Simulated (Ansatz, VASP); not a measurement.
## Al2Pt: VASP beside Ansatz

```
CELL_PARAMETERS angstrom
0.00000 2.95500 2.95500
2.95500 0.00000 2.95500
2.95500 2.95500 0.00000
ATOMIC_POSITIONS crystal
Pt 0.00000 0.00000 0.00000
Al 0.75000 0.75000 0.75000
Al 0.25000 0.25000 0.25000
```

Alike in both runs: task single point; functional PBE; k mesh 8 × 8 × 8; occupations fermi-dirac, width 0.05 eV; no spin polarisation.

```csv
,VASP,Ansatz
version,VASP 6.6.1,Ansatz 0.2.0
potentials or method,"VASP PAW PBE potentials, release 64 (Pt, Al)",Ansatz PAW
plane-wave cutoff (eV),520,420
valence electrons in the cell,16,24
```

VASP gave:

- gap on the k mesh at the Fermi level (eV): none
- pressure (GPa): 2.3

Task: Estimate Ansatz's values.

Result: gap on the k mesh at the Fermi level (eV): none; pressure (GPa): 2.5.

A gap of «none» marks a metal or a gap that the smearing closes. The two sets of potentials don't hold the same shells in valence.

Spin-orbit coupling is left out, which matters for the levels of Pt.
